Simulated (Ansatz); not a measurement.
# BeS (F-43m) in Ansatz: convergence with ecutfock ratio

Aim: find how far ecutfock ratio must go before the results for BeS settle, at HSE06. This setting moves, with any that are tied to it; all else stays.

Everything below comes from runs of Ansatz 0.2.0. Logs are shortened: lines on timing, memory, paths and dates and some standing lists are left out, and cuts for length are marked.

## (1) The structure

The structure is cubic, space group F-43m (No. 216). The conventional cell has a = 4.850 Å, b = 4.850 Å, c = 4.850 Å, α = 90.00°, β = 90.00°, γ = 90.00°. S (site symmetry -43m) has 4 Be at 2.10 Å as nearest neighbours. Around Be (site symmetry -43m) lie 4 S at 2.10 Å.

## (2) With ecutfock ratio 1

File input.yaml:

```yaml
crystal:
  lattice:
    - [0.0, 2.425, 2.425]
    - [2.425, 0.0, 2.425]
    - [2.425, 2.425, 0.0]
  atoms:
    - { symbol: S, position: [0.75, 0.75, 0.75] }
    - { symbol: Be, position: [0.0, 0.0, 0.0] }
hamiltonian:
  xc: hse06
  pseudopotentials: { kind: paw }
kpoints:
  mp_grid: { grid: [5, 5, 5] }
scf:
  occupations: { method: gaussian, width: 0.05 }
  exx: { ecutfock_ratio: 1 }
output:
  forces: true
  stress: true
  eigenvalues: true
```

Potentials or basis: Ansatz PAW.

The run is started by

```
> ansatz run input.yaml --threads 2 --pin off --max-ram 5632MiB --backend cpu --events-out ev --progress --plain --runs-dir out
```

Run time: 9.2 s. Hardware: 2 threads of Intel Xeon at 2.50GHz (Skylake/Cascade Lake), shared host; peak memory 0.49 GiB.

What came out:

| Item | Value |
| --- | --- |
| Free energy | -997.7636 eV |
| Pressure | 0.3 GPa |
| Band gap on the k mesh | 4.38 eV, indirect (least direct gap 6.87 eV) |

## (3) With ecutfock ratio 2

input.yaml: that of step 2 with these lines changed.

```diff
@@ -15,3 +15,3 @@
   occupations: { method: gaussian, width: 0.05 }
-  exx: { ecutfock_ratio: 1 }
+  exx: { ecutfock_ratio: 2 }
 output:
```

Potentials or basis: Ansatz PAW.

The run is started by

```
> ansatz run input.yaml --threads 2 --pin off --max-ram 5632MiB --backend cpu --events-out ev --progress --plain --runs-dir out
```

It took 11 s on 2 threads of Intel Xeon at 2.50GHz (Skylake/Cascade Lake), shared host; peak memory 0.52 GiB.

Results:

```yaml
Free_energy: -997.7636 eV
Pressure: 0.3 GPa
Band_gap_on_the_k_mesh: 4.38 eV, indirect (least direct gap 6.87 eV)
```

## (4) With ecutfock ratio 3

input.yaml: that of step 3 with these lines changed.

```diff
@@ -15,3 +15,3 @@
   occupations: { method: gaussian, width: 0.05 }
-  exx: { ecutfock_ratio: 2 }
+  exx: { ecutfock_ratio: 3 }
 output:
```

The run is started by

```
> ansatz run input.yaml --threads 2 --pin off --max-ram 5632MiB --backend cpu --events-out ev --progress --plain --runs-dir out
```

Run time: 13 s. Hardware: 2 threads of Intel Xeon at 2.50GHz (Skylake/Cascade Lake), shared host; peak memory 0.56 GiB.

It converged, with:

```yaml
Free_energy: -997.7636 eV
Pressure: 0.3 GPa
Band_gap_on_the_k_mesh: 4.38 eV, indirect (least direct gap 6.87 eV)
```

## (5) With ecutfock ratio 4

input.yaml: that of step 4 with these lines changed.

```diff
@@ -15,3 +15,3 @@
   occupations: { method: gaussian, width: 0.05 }
-  exx: { ecutfock_ratio: 3 }
+  exx: { ecutfock_ratio: 4 }
 output:
```

Potentials or basis: Ansatz PAW.

The run is started by

```
> ansatz run input.yaml --threads 2 --pin off --max-ram 5632MiB --backend cpu --events-out ev --progress --plain --runs-dir out
```

What it wrote:

```text
Warning: output.stress: scf.convergence.dr2_threshold = 1e-7 eV (the SCF's general default) is looser than the 2e-10 eV advised for a printed stress (1e-10 eV for each atom of the cell: 2). What an SCF threshold leaves in a stress goes as its square root, and in the free energy as the threshold itself, and one threshold admits the most on a small cell: of the crystals measured, under no hybrid functional and no lock of the moments, on runs that ended without the residual-converged pass, on stresses that held no estimate of that error, the worst erred by over 100 MPa in a component at 1e-7 eV an atom and by under 5 at 1e-10. Set scf.convergence.dr2_threshold to 2e-10 eV or tighter. The threshold is an SCF's pass mark: one that does not reach it within its budget of iterations ends unconverged, or closes short of it on a stop that the run arms, and scf.convergence.dr2_threshold's page says what that costs each kind of run
Warning: output.stress: scf.exx.energy_threshold = 1e-6 eV is looser than the 2e-8 eV advised for a stress under a hybrid functional (1e-8 eV for each atom of the cell: 2). Every SCF of the exchange loop can meet its threshold on dr2 while the loop round them stops early: no threshold on dr2 bounds what that leaves in the stress. Set scf.exx.energy_threshold to 2e-8 eV or tighter. The threshold is the loop's pass mark: a loop that does not reach it within its budget of cycles ends unconverged, and scf.exx.energy_threshold's page has the law
Warning: RAYON_NUM_THREADS=2 ignored (pool sized by the plan → 2); use --threads N
Engine: ansatz 0.2.0, x86_64-unknown-linux-gnu
Pseudopotentials: kind: paw
Pseudopotential: S, paw, valence charge 6, recommended cutoff 420 eV (normal), S.paw.azcp
Pseudopotential: Be, paw, valence charge 2, recommended cutoff 420 eV (normal), Be.paw.azcp
Functional definition: HSE06
  parameter a = 0.25
  parameter omega = 0.11/bohr
  exchange = pbe_x - a*pbe_x_sr(omega) + a*exact_x_sr(omega)
  correlation = pbe_c
Crystal: 2 atoms, lattice volume = 28.521 Å³
Basis set: ecut = 420 eV, 537 PW (Γ), exchange–correlation on 48×48×48 points (8 copies of the dense FFT grid, shifted against one another)
Bands: 8, of which v1, the nominal top of the filled ones, is band 4 counted from 1 (3 counted from 0)
Symmetry: 24 space group operations
Space group: F-43m (ITA 216), of the structure as read, at distance tolerance 3.1e-5 Å
k-points: 10 of 125 (time reversal used)
Non-local potential: S, projectors of the file, l = 0: 2, l = 1: 2, l = 2: 2
Non-local potential: Be, projectors of the file, l = 0: 2, l = 1: 2, l = 2: 1
PAW form: soft (Blöchl's): semilocal exchange-correlation on the pseudo side does not see the compensation charge
PAW frozen core: S, regenerated for the run's functional, and the local potential with it (the file was generated under x = pbe(κ = 0.804, μ = 0.2195149727645171), c = pbe(β = 0.06672455060314922))
PAW frozen core: Be, regenerated for the run's functional, and the local potential with it (the file was generated under x = pbe(κ = 0.804, μ = 0.2195149727645171), c = pbe(β = 0.06672455060314922))
PAW one-centre angular grid: S, 110 points (default); XC on 64 Gauss nodes
PAW one-centre angular grid: Be, 110 points (default); XC on 64 Gauss nodes
Initial density: superposition of atomic densities (neutral atoms: chi_scale 0, normalization atom), corrected by the library's trained network
Initial wavefunctions: pseudopotential atomic-orbital guess
Functional: x = pbe(κ = 0.804, μ = 0.2195149727645171), c = pbe(β = 0.06672455060314922), warm-up for x = pbe(κ = 0.804, μ = 0.2195149727645171) + 0.25 (exact − pbe) at short range (hse, ω = 0.20786987370883472 Å⁻¹), c = pbe(β = 0.06672455060314922); HSE06 as pw.x's `hse` composes it (authors' and Libxc's form: `xc: wpbeh`)
SCF iter   1: F=—  HF=-996.947928 eV  |F-HF|=—  |Δ(HF+E_count)|=         —  Δρ=7.89e-4  dr2=1.42e-4  ethr=1.77e-3  ⟨swp⟩=2.0  Hψ=602  notcnv=0
preconditioner: auto → none  [insulator: Δε(μ)=3.390 eV  Ē_g=12.812 eV  σ=0.050 eV  W_gap=1.00  n_scr=0 (ndim 8)  ℏωp=19.7 eV  f_vac=0.000  D(μ)=0.00/eV (n_scr^D=0)]
SCF iter   2: F=-996.947547 eV  HF=-996.947489 eV  |F-HF|=5.84e-5  |Δ(HF+E_count)|=   4.39e-4  Δρ=3.32e-4  dr2=1.92e-5  ethr=1.77e-6  ⟨swp⟩=2.5  Hψ=134  notcnv=0
SCF 1 stopped early in 2 iterations: F = -996.947547 eV  dr2 = 1.92e-5
[... 10 lines left out ...]
SCF iter   4: F=—  HF=-997.763553 eV  |F-HF|=—  |Δ(HF+E_count)|=   1.78e-5  Δρ=7.15e-5  dr2=2.88e-6  ethr=1.47e-8  ⟨swp⟩=3.1  Hψ=316  notcnv=0
SCF iter   5: F=-997.763567 eV  HF=-997.763566 eV  |F-HF|=2.82e-7  |Δ(HF+E_count)|=   1.36e-5  Δρ=6.14e-5  dr2=8.71e-7  ethr=1.47e-8  ⟨swp⟩=3.8  Hψ=178  notcnv=0
SCF 2 stopped early in 5 iterations: F = -997.763567 eV  dr2 = 8.71e-7
hybrid outer 1: dexx = +1.585e-3 eV, tail = 3.02e-6 eV
Exchange kernel: α = 0.2500, screened, ω = 0.2079 Å⁻¹, Wigner–Seitz truncation, v(0) = 1035.0195 eV·Å³, q-mesh 5×5×5, nearest image of the exchange supercell L = 17.15 Å, pair-density grid 20×20×20, without the augmentation charges, whose exchange is taken in its separable form by FFT convolution over the k-point mesh, smooth part of the exact exchange by density-matrix convolution
Frozen-core exchange: fock
SCF iter   1: F=—  HF=-997.763563 eV  |F-HF|=—  |Δ(HF+E_count)|=         —  Δρ=3.00e-5  dr2=2.56e-7  ethr=1.88e-7  ⟨swp⟩=4.5  Hψ=216  notcnv=0
preconditioner: auto → none  [insulator: Δε(μ)=4.378 eV  Ē_g=14.611 eV  σ=0.050 eV  W_gap=1.00  n_scr=0 (ndim 8)  ℏωp=19.7 eV  f_vac=0.000  D(μ)=0.00/eV (n_scr^D=0)]
SCF iter   2: F=-997.763563 eV  HF=-997.763563 eV  |F-HF|=1.10e-9  |Δ(HF+E_count)|=   9.48e-8  Δρ=8.61e-6  dr2=6.94e-9  ethr=2.80e-9  ⟨swp⟩=2.4  Hψ=126  notcnv=0
SCF 3 converged in 2 iterations: F = -997.763563 eV  dr2 = 6.94e-9
  Residual-converged pass: ⟨swp⟩=3.4  Hψ=168  notcnv=0  max |occ|·‖R‖ = 2.3e-6 eV (tolerance 2.4e-6 eV)  dr2=6.37e-9  dr2_onsite=9.48e-11  max |Δocc| = 0.0e0
hybrid outer 2: dexx = +1.667e-8 eV, tail = 1.44e-8 eV, Δε = 1.06e-3 eV (about 1.15e-4 eV left of the loop's levels)
hybrid SCF converged: 2 outer / 7 inner (+2 warm-up), last move |dexx| = 1.67e-8 eV, tail = 1.44e-8 eV
Stability not checked: this state was not tested for a lower state beside it, because the functional holds exact exchange (a hybrid, or Hartree-Fock), whose exchange loop this test does not read (fock_operator; see scf.lower_state_search)
Free energy (F): -997.763563 eV
Frozen-core exchange: fock
Harris-Foulkes:  -997.763563 eV  (|F-HF|=1.10e-9)
Internal energy: -997.763563 eV  (E = F + TS)
E sigma→0 (E₀):  -997.763563 eV
Fermi energy:    6.882820 eV
--- Per-component energies (eV) ---
  E_band       = -7.637322
  E_kinetic    = 128.166127
  E_local      = -115.272779  (includes V_loc(G=0)·N_el)
  E_nonlocal   = 32.517039
  E_hartree    = 35.713518
  E_xc         = -94.699851
  E_vxc        = -87.897556  (∫ρ·V_xc dr)
  E_exx        = -14.279121  (= α·E_x^exact, valence–valence)
  E_paw        = -668.986188  (= ΣΔE_a)
  E_vpaw       = -8.018811  (= ΣTr[D̂ρ^β])
  E_aug_tail   = 0.000001  (compensation charges beyond the density's cutoff)
  E_ewald      = -300.820390
  E_core_change = -0.101916  (= ΣΔE_core)
  E_smearing   = -0.000000  (= −TS)
  E_closure    = -0.000003  (closes the sum)
  Σ components = -997.763563   (vs F -997.763563, Δ=0.00e0)
--- Forces (eV/Å), atoms counted from 1 ---
  atom   1  S     -0.00000000     0.00000000    -0.00000000
  atom   2  Be    -0.00000000     0.00000000     0.00000000
  max |Σ_I F_I| component: 2.97e-16 eV/Å
--- Stress (GPa, compression-positive) ---
        0.307075       0.000000      -0.000000
        0.000000       0.307075       0.000000
       -0.000000       0.000000       0.307075
  P = ⅓ Tr σ = 0.3071 GPa (3.071 kbar)
--- Band table (eV; the first three rows and the last of 10) ---
  k-point 0: bands = ["-10.3847", "4.6942", "4.6942", "4.6942", "11.5652", "11.5652", "11.5652", "11.7659"]
  k-point 1: bands = ["-9.8995", "2.0353", "4.2300", "4.2300", "11.4304", "12.3309", "12.3309", "14.4786"]
  k-point 2: bands = ["-8.8460", "-1.1325", "3.6550", "3.6550", "11.3273", "12.5303", "12.5303", "17.0242"]
  k-point 9: bands = ["-8.1534", "-0.3171", "0.8531", "1.8947", "11.8380", "13.0915", "14.1723", "17.4305"]
```

Wall time 13 s (2 threads of Intel Xeon at 2.50GHz (Skylake/Cascade Lake), shared host); peak memory 0.55 GiB.

Results:

```
Free energy            : -997.7636 eV
Pressure               : 0.3 GPa
Band gap on the k mesh : 4.38 eV, indirect (least direct gap 6.87 eV)
```

## (6) Summary

```csv
ecutfock ratio,"energy less the tightest run, at zero smearing (meV/atom)",SCF cycles,CPU time (s),peak memory (GiB)
1,-0.02,9,16,0.49
2,0.00,9,19,0.52
3,0.00,9,23,0.56
4,0.00,9,23,0.55
```

Against the tightest run, the energy stays within 1 meV/atom from 1 on. The tightest run that finished is the yardstick and may itself not be fully converged.

Caveats: all runs use coarse meshes; odd divisions of the mesh miss points on the zone boundary, where band edges often lie, so the gap on the mesh can be too wide; the PAW data sets come from PBE, with cores solved anew for the run's functional, which leaves a small shift of forces and pressure; the thresholds are loose for stress.
